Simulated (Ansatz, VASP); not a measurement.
# Two plane-wave programs on CaO

File POSCAR:

```
CaO
1.0
    2.4117632683      2.4117632683      0.0000000000
   -2.4117632683      2.4117632683      0.0000000000
    0.0000000000      2.4117632683      2.4117632683
Ca O
1 1
Direct
    0.0000000000      0.0000000000      0.0000000000
    0.5000000000      0.5000000000      0.0000000000
```

INCAR.step1

```
SYSTEM = CaO
PREC = Accurate
ENCUT = 520
ISMEAR = 0
SIGMA = 0.01
LREAL = .False.
LASPH = .True.
NELM = 80
NBANDS = 15
GGA = PE
ALGO = Normal
EDIFF = 1E-4
LWAVE = .True.
LCHARG = .False.
```

Contents of INCAR.step2:

```
SYSTEM = CaO
PREC = Accurate
ENCUT = 520
EDIFF = 1E-7
ISMEAR = 0
SIGMA = 0.01
LREAL = .False.
LASPH = .True.
NELM = 80
ALGO = Normal
ISIF = 2
LWAVE = .False.
LCHARG = .True.
METAGGA = R2SCAN
LMIXTAU = .True.
LELF = .True.
LVHAR = .True.
NBANDS = 15
ISTART = 1
```

The input KPOINTS:

```
Automatic mesh
0
Gamma
  8 8 8
  0 0 0
```

Input for Ansatz:

```yaml
crystal:
  lattice:
    - [2.41176326834, 2.41176326834, 0.0]
    - [-2.41176326834, 2.41176326834, 0.0]
    - [0.0, 2.41176326834, 2.41176326834]
  atoms:
    - { symbol: Ca, position: [0.0, 0.0, 0.0] }
    - { symbol: O, position: [0.5, 0.5, 0.0] }
kpoints:
  mp_grid: { grid: [8, 8, 8] }
scf:
  occupations: { method: fixed }
  convergence: { dr2_threshold: 1.0e-10 }
hamiltonian:
  xc: r2scan
  pseudopotentials: { kind: paw }
output:
  forces: true
  stress: true
  eigenstates:
    kpoints:
      - [0.0, 0.0, 0.0]
      - [-0.5, 0.5, 0.0]
      - [-0.5, -0.5, -0.5]
      - [0.0, 0.0, -0.5]
      - [0.0, -0.5, -0.5]
      - [0.0, 0.5, 0.0]
      - [-0.5, 0.0, 0.0]
      - [-0.5, 0.0, -0.5]
  eigenvalues: true
```

Alike in both runs: task single point; functional r2SCAN; k mesh 8 × 8 × 8; no spin polarisation.

|  | VASP | Ansatz |
| --- | --- | --- |
| version | VASP 6.6.1 | Ansatz 0.2.0 |
| potentials or method | VASP PAW PBE potentials, release 64 (Ca_sv, O) | PAW with Ansatz's default frozen-core files, scalar-relativistic |
| plane-wave cutoff (eV) | 520 | 500 |
| occupations | gaussian, width 0.01 eV | fixed |
| valence electrons in the cell | 16 | 16 |

|  | VASP | Ansatz | Ansatz less VASP |
| --- | --- | --- | --- |
| gap on the k mesh at the Fermi level (eV) | 4.19 | 4.20 | +0.011 |
| pressure (GPa) | -1.0 | -2.0 | -1.00 |

Caveats: the PAW data sets were made with another functional, which shifts forces and pressure a little (VASP). A k mesh can miss the band edges. r2SCAN opens gaps a little over a GGA but as a rule still falls short of measured ones.
